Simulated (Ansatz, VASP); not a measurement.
KBr: VASP beside Ansatz

Contents of POSCAR:

```
KBr
1.0
    0.0000000000      3.1608000000      3.2925000000
    3.1608000000      0.0000000000      3.2925000000
    3.1608000000      3.1608000000      0.0000000000
K Br
1 1
Direct
    0.0000000000      0.0000000000      0.0000000000
    0.5000000000      0.5000000000      0.5000000000
```

Contents of INCAR.step1:

```
SYSTEM = KBr
PREC = Accurate
ENCUT = 520
ISMEAR = 0
SIGMA = 0.05
LREAL = .False.
LASPH = .True.
NELM = 60
NBANDS = 15
GGA = PE
ALGO = Normal
EDIFF = 1E-4
LWAVE = .True.
LCHARG = .False.
```

INCAR.step2

```
SYSTEM = KBr
PREC = Accurate
ENCUT = 520
EDIFF = 1E-6
ISMEAR = 0
SIGMA = 0.05
LREAL = .False.
LASPH = .True.
NELM = 60
ALGO = Normal
ISIF = 2
LWAVE = .False.
LCHARG = .False.
METAGGA = R2SCAN
LMIXTAU = .True.
NBANDS = 15
ISTART = 1
```

File KPOINTS:

```
Automatic mesh
0
Gamma
  6 6 6
  0 0 0
```

Input for Ansatz:

```yaml
crystal:
  lattice:
    - [0.0, 3.1608, 3.2925]
    - [3.1608, 0.0, 3.2925]
    - [3.1608, 3.1608, 0.0]
  atoms:
    - { symbol: K, position: [0.0, 0.0, 0.0] }
    - { symbol: Br, position: [0.5, 0.5, 0.5] }
basis:
  ecutwfc: 500
kpoints:
  mp_grid: { grid: [6, 6, 6] }
hamiltonian:
  xc: r2scan
scf:
  occupations: { method: gaussian, width: 0.05 }
output:
  forces: true
  stress: true
  eigenvalues: true
```

Change from the starting cell: strain -0.040 along x and y, +0.000 along z, atoms carried along.

Alike in both runs: task single point; functional r2SCAN; k mesh 6 × 6 × 6; occupations gaussian, width 0.05 eV; no spin polarisation.

|  | VASP | Ansatz |
| --- | --- | --- |
| version | VASP 6.6.1 | Ansatz 0.2.0 |
| potentials or method | VASP PAW PBE potentials, release 64 (K_sv, Br) | scalar-relativistic, plane waves, PAW |
| plane-wave cutoff (eV) | 520 | 500 |
| valence electrons in the cell | 16 | 16 |

|  | VASP | Ansatz | Ansatz less VASP |
| --- | --- | --- | --- |
| gap on the k mesh at the Fermi level (eV) | 5.32 | 5.32 | -0.003 |
| least direct gap on the mesh (eV) | 5.32 | 5.32 | -0.003 |
| pressure (GPa) | 2.0 | 2.0 | -0.01 |
| largest component of the traceless stress (GPa) | 1.39 | 1.37 | -0.016 |

The functional is the same, so the differences come from potentials, cutoffs and numerics.

Caveats: the PAW data sets were made with another functional, which shifts forces and pressure a little (VASP).
